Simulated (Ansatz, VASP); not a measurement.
## One calculation of BiTe, two programs

File INCAR:

```
SYSTEM = BiTe
PREC = Accurate
ENCUT = 520
EDIFF = 1E-6
ISMEAR = -1
SIGMA = 0.05
LREAL = .FALSE.
LASPH = .TRUE.
NELM = 60
ALGO = Normal
ISIF = 2
LWAVE = .FALSE.
LCHARG = .FALSE.
NBANDS = 18
```

KPOINTS

```
Automatic mesh
0
G
  7 7 7
  0 0 0
```

File POSCAR:

```
BiTe
1.0
    0.0000000000      3.2350000000      3.2350000000
    3.2350000000      0.0000000000      3.2350000000
    3.2350000000      3.2350000000      0.0000000000
Bi Te
1 1
Direct
    0.0000000000      0.0000000000      0.0000000000
    0.5000000000      0.5000000000      0.5000000000
```

input.yaml

```yaml
crystal:
  lattice:
    - [0.0, 3.235, 3.235]
    - [3.235, 0.0, 3.235]
    - [3.235, 3.235, 0.0]
  atoms:
    - { symbol: Bi, position: [0.0, 0.0, 0.0] }
    - { symbol: Te, position: [0.5, 0.5, 0.5] }
hamiltonian:
  xc: lda
  pseudopotentials: { kind: paw }
kpoints:
  mp_grid: { grid: [7, 7, 7] }
  band_path:
    path:
      - [[0.0, 0.0, 0.0], [0.5, 0.0, 0.5], [0.5, 0.25, 0.75], [0.375, 0.375, 0.75], [0.0, 0.0, 0.0], [0.5, 0.5, 0.5], [0.625, 0.25, 0.625], [0.5, 0.25, 0.75], [0.5, 0.5, 0.5], [0.375, 0.375, 0.75]]
      - [[0.625, 0.25, 0.625], [0.5, 0.0, 0.5]]
    npoints: 14
scf:
  occupations: { method: fermi_dirac, width: 0.05 }
  n_extra_bands: 6
output:
  forces: true
  stress: true
  eigenvalues: true
  fatbands: true
  write_density: true
  write_potential: true
  elf: true
  volumetric_format: npy
```

Alike in both runs: functional LDA; k mesh 7 × 7 × 7; occupations fermi-dirac, width 0.05 eV; no spin polarisation.

|  | VASP | Ansatz |
| --- | --- | --- |
| version | VASP 6.6.1 | Ansatz 0.2.0 |
| potentials or method | VASP PAW LDA potentials, release 64 (Bi_d, Te) | Ansatz PAW |
| plane-wave cutoff (eV) | 520 | 420 |
| valence electrons in the cell | 21 | 31 |
| task | single point | band structure |

Ansatz gave:

- gap on the k mesh at the Fermi level (eV): none
- pressure (GPa): -2.7

Task: Estimate VASP's values.

Result: gap on the k mesh at the Fermi level (eV): none; pressure (GPa): -2.6.

A gap of «none» marks a metal or a gap that the smearing closes. The two sets of potentials don't hold the same shells in valence.

Caveats: spin-orbit coupling is left out, which moves the levels of the heavy elements; the PAW data sets come from PBE, with cores solved anew for the run's functional, which leaves a small shift of forces and pressure (Ansatz).
